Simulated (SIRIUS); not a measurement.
## CdF2 under changes of volume

One of the cells (13.035 Å³/atom); the others are scaled copies at fixed shape and fractional positions:

```
CELL_PARAMETERS angstrom
0.00000 2.69400 2.69400
2.69400 0.00000 2.69400
2.69400 2.69400 0.00000
ATOMIC_POSITIONS crystal
Cd 0.00000 0.00000 0.00000
F 0.75000 0.75000 0.75000
F 0.25000 0.25000 0.25000
```

* Program: SIRIUS 7.12.0
* Functional: PBEsol
* Potentials or basis: all-electron FP-LAPW
* Cutoff: 273 eV
* Basis: apw+lo standard
* k mesh: 9 × 9 × 9
* Occupations: fermi-dirac, width 0.05 eV
* Spin: no spin polarisation

| volume (Å³/atom) | energy over the lowest point (meV/atom) | gap on the mesh (eV) |
| --- | --- | --- |
| 12.253 | 15.82 | 3.17 |
| 12.513 | 6.29 | 3.10 |
| 12.774 | 1.18 | 3.03 |
| 13.035 | 0.00 | 2.96 |
| 13.295 | ? | ? |
| 13.556 | 7.71 | 2.82 |
| 13.817 | 15.80 | 2.76 |

What does the run at 13.295 Å³/atom give?

Energy over the lowest point 2.31 meV/atom; gap on the mesh 2.89 eV.

Worked out: A Birch-Murnaghan fit of order 3 (a polynomial in V^(-2/3)) to the other rows has its minimum at 12.99 Å³/atom with B0 = V·E''(V) = 109 GPa and B' = 5.2. It gives 2.32 meV/atom at 13.295 Å³/atom, against the run's 2.31. A straight line through the other rows of the gap, of slope -3.44 eV per unit of ln V, gives 2.89 eV, against the run's 2.89.

Energies are extrapolated to zero smearing.

Caveats: an odd mesh through Γ misses points on the zone boundary, where band edges often lie. Spin-orbit coupling on Cd is left out.
